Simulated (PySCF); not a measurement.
## Which functional comes closest?

Molecule: `C=CCC`, C4H8.

Molfile (atoms numbered from 1):
```
C4H8
     RDKit          3D

 12 11  0  0  0  0  0  0  0  0999 V2000
    1.9049    0.3130    0.5702 C   0  0  0  0  0  0  0  0  0  0  0  0
    0.6802    0.6802    0.1914 C   0  0  0  0  0  0  0  0  0  0  0  0
   -0.2573   -0.1433   -0.6347 C   0  0  0  0  0  0  0  0  0  0  0  0
   -1.5559   -0.4756    0.0949 C   0  0  0  0  0  0  0  0  0  0  0  0
    2.3258   -0.6543    0.2755 H   0  0  0  0  0  0  0  0  0  0  0  0
    2.5349    0.9625    1.1839 H   0  0  0  0  0  0  0  0  0  0  0  0
    0.2992    1.6590    0.5139 H   0  0  0  0  0  0  0  0  0  0  0  0
   -0.4982    0.4102   -1.5606 H   0  0  0  0  0  0  0  0  0  0  0  0
    0.2485   -1.0706   -0.9510 H   0  0  0  0  0  0  0  0  0  0  0  0
   -1.3578   -1.0643    1.0038 H   0  0  0  0  0  0  0  0  0  0  0  0
   -2.2368   -1.0566   -0.5455 H   0  0  0  0  0  0  0  0  0  0  0  0
   -2.0873    0.4391    0.4030 H   0  0  0  0  0  0  0  0  0  0  0  0
  1  2  2  0
  2  3  1  0
  3  4  1  0
  1  5  1  0
  1  6  1  0
  2  7  1  0
  3  8  1  0
  3  9  1  0
  4 10  1  0
  4 11  1  0
  4 12  1  0
M  END
```

Geometry PBE0-D3(BJ)/def2-SVP throughout; GIAO in PySCF, gas phase, one conformer, non-relativistic; equivalent atoms averaged; basis pcSseg-2.

Reference values (measured; solution, not stated per compound (mostly CDCl3 or CCl4); Pretsch, Buehlmann, Badertscher, Structure Determination of Organic Compounds, 4th ed. (2009)): δ(C3) = 27.4 ppm, δ(C4) = 13.4 ppm, δ(H8/H9) = 2.00 ppm, δ(H10/H11/H12) = 1.00 ppm. Computed shifts are taken against TMS, calculated as an isolated molecule at each level.

Problem. How do the functionals HF, LDA, PBE, BLYP, BP86, OPBE, KT2, KT3, B97-D, B3LYP, PBE0, mPW1PW91, WP04, B97-2, BHandHLYP, CAM-B3LYP, wB97X-D, LC-wPBE perform against the reference? Times are CPU seconds on shared hosts with different chips, so compare them loosely; the GGAs took longer than the global hybrids here, which isn't the general rule, and the cause wasn't traced.

Solution. 
```
functional                    kind    C3    C4  H8/H9  H10/H11/H12  mean abs. error C  mean abs. error H  core-s
        HF            Hartree–Fock  29.3  17.5   1.97         1.03                3.0               0.03     8.8
       LDA                     LDA  36.2  15.4   2.26         0.98                5.4               0.14      21
       PBE                     GGA  36.2  17.1   2.22         1.01                6.3               0.12      27
      BLYP                     GGA  37.2  17.9   2.22         1.05                7.2               0.14      27
      BP86                     GGA  35.9  17.1   2.21         1.00                6.1               0.10      27
      OPBE                     GGA  34.7  17.1   2.23         0.98                5.5               0.12      26
       KT2                     GGA  35.2  17.3   2.19         0.99                5.9               0.10      33
       KT3                     GGA  35.2  17.8   2.20         1.02                6.1               0.11      25
     B97-D                     GGA  35.8  17.8   2.21         1.04                6.4               0.12      27
     B3LYP           global hybrid  35.2  17.6   2.15         1.03                6.0               0.09      17
      PBE0           global hybrid  33.8  16.9   2.14         0.99                4.9               0.08      17
  mPW1PW91           global hybrid  33.8  17.0   2.14         0.99                5.0               0.08      17
      WP04           global hybrid  34.7  18.6   2.04         0.99                6.3               0.03      24
     B97-2           global hybrid  33.9  17.5   2.13         1.00                5.3               0.06      23
 BHandHLYP           global hybrid  32.8  17.6   2.06         1.02                4.8               0.04      23
 CAM-B3LYP  range-separated hybrid  33.6  17.1   2.10         1.03                5.0               0.07      26
   wB97X-D  range-separated hybrid  33.0  17.2   2.07         0.99                4.7               0.04      22
   LC-wPBE  range-separated hybrid  31.2  16.1   2.04         0.97                3.3               0.04      32
```

For 13C the closest is HF (3.0 ppm, with LC-wPBE practically level) and the furthest BLYP (7.2 ppm).

For 1H the closest is WP04 (0.03 ppm, with HF, LC-wPBE, wB97X-D, BHandHLYP practically level) and the furthest LDA (0.14 ppm). One molecule is a small sample, and vibrational and solvent effects are absent from the calculation.
